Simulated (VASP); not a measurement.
Crystal: C.

```xyz
2
Lattice="0.0000 1.7775 1.7775 1.7775 0.0000 1.7775 1.7775 1.7775 0.0000" Properties=species:S:1:pos:R:3 pbc="T T T"
C     0.0000    0.0000    0.0000
C     0.8887    0.8887    0.8887
```

This isn't the form of C at room conditions, which is graphite.

Base run:

| Item | Value |
| --- | --- |
| Program | VASP 6.6.1 |
| Functional | PBEsol |
| Potentials or basis | VASP PAW PBE potentials, release 64 (C) |
| Cutoff | 520 eV |
| k mesh | 14 × 14 × 14 |
| Occupations | gaussian, width 0.03 eV |
| Spin | no spin polarisation |

Its results: band gap on the k mesh 4.03 eV, indirect (least direct gap 5.57 eV).

After a change of settings the same cell gave: band gap on the k mesh 4.97 eV, indirect (least direct gap 6.65 eV). Which change was it?
A. functional from PBEsol to TB-mBJ
B. functional from PBEsol to r2SCAN
C. functional from PBEsol to LDA; potentials or basis from VASP PAW PBE potentials, release 64 (C) to VASP PAW LDA potentials, release 64 (C)

A.
